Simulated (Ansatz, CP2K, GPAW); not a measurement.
# One calculation of InPd, 4 ways

```
CELL_PARAMETERS angstrom
3.27188 0.00000 0.00000
0.00000 3.27188 0.00000
0.00000 0.00000 3.27188
ATOMIC_POSITIONS crystal
In 0.00000 0.00000 0.00000
Pd 0.50000 0.50000 0.50000
```

The cell comes from a database or a generator and needn't be the stable form of this composition.

Alike in all runs: task band structure; functional LDA; k mesh 8 × 8 × 8; occupations fermi-dirac, width 0.05 eV; no spin polarisation; no spin-orbit coupling. LDA stands for any of its common fits. Pressure is positive in compression and, in plane waves, holds the error of the finite cutoff, which Ansatz's Pulay term estimates and takes out.

```csv
program and potentials,plane-wave cutoff (eV),notes,pressure (GPa)
"Ansatz, Ansatz PAW",420,"potentials made for PBE, which Ansatz adapts in part; 15.5 valence electrons an atom on average",?
"Ansatz, all-electron LAPW, scalar-relativistic",-,-,-7.04
"CP2K, GTH_POTENTIALS In GTH-PADE-q13, Pd GTH-PADE-q18; TZVP-MOLOPT-PBE-GTH basis",-,atomic basis; 15.5 valence electrons an atom on average,-8.27
"GPAW, the program's PAW data sets (release 1.2.1) made for this functional",600,14.5 valence electrons an atom on average,-7.20
```

Problem. Estimate from the other rows what the run with Ansatz, Ansatz PAW gave.

Solution. Pressure -7.06 GPa. Its pressure holds a Pulay term of +0.04 GPa. The other rows, which needn't bracket it: pressure -8.27 to -7.04.
